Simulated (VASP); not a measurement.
The system is AgBr.

```xyz
2
Lattice="0.0000 2.8922 2.8922 2.8922 0.0000 2.8922 2.8922 2.8922 0.0000" Properties=species:S:1:pos:R:3 pbc="T T T"
Ag    0.0000    0.0000    0.0000
Br    2.8922    2.8922    2.8922
```

The cell is a database's computed one.

| Item | Value |
| --- | --- |
| Program | VASP 6.6.1 |
| Task | relaxation of cell and atoms |
| Functional | LDA |
| Potentials or basis | VASP PAW LDA potentials, release 64 (Ag, Br) |
| Cutoff | 300 eV |
| k mesh | 4 × 4 × 4 |
| Occupations | gaussian, width 0.02 eV |
| Spin | no spin polarisation |

At the start: pressure -4.8 GPa; volume 24.19 Å³/atom.

Task: Where does the relaxation end?

Result: Over 3 steps the energy falls by 40.1 meV/atom and the volume is 21.82 Å³/atom (-9.8 %); space group Fm-3m (No. 225, to 0.05 Å).

The path:
| step | energy change (eV) | largest force (eV/Å) | pressure (GPa) | volume (Å³) |
| --- | --- | --- | --- | --- |
| 1 | 0.0000 | 0.0000 | -4.85 | 48.38 |
| 2 | -0.0799 | 0.0000 | 0.31 | 43.44 |
| 3 | -0.0801 | 0.0000 | 0.00 | 43.65 |

Final structure:
```
Ag Br
1.0
     0.00000    2.79453    2.79453
     2.79453    0.00000    2.79453
     2.79453    2.79453    0.00000
Ag Br
1 1
Direct
  0.00000 0.00000 0.00000
  0.50000 0.50000 0.50000
```

Caveat: the k mesh is coarse (spacing up to 0.47 Å⁻¹), so the values aren't converged; the cutoff is under 1.25 times the usual one of these potentials, so pressure, stress and relaxed cells hold a basis-set (Pulay) error.
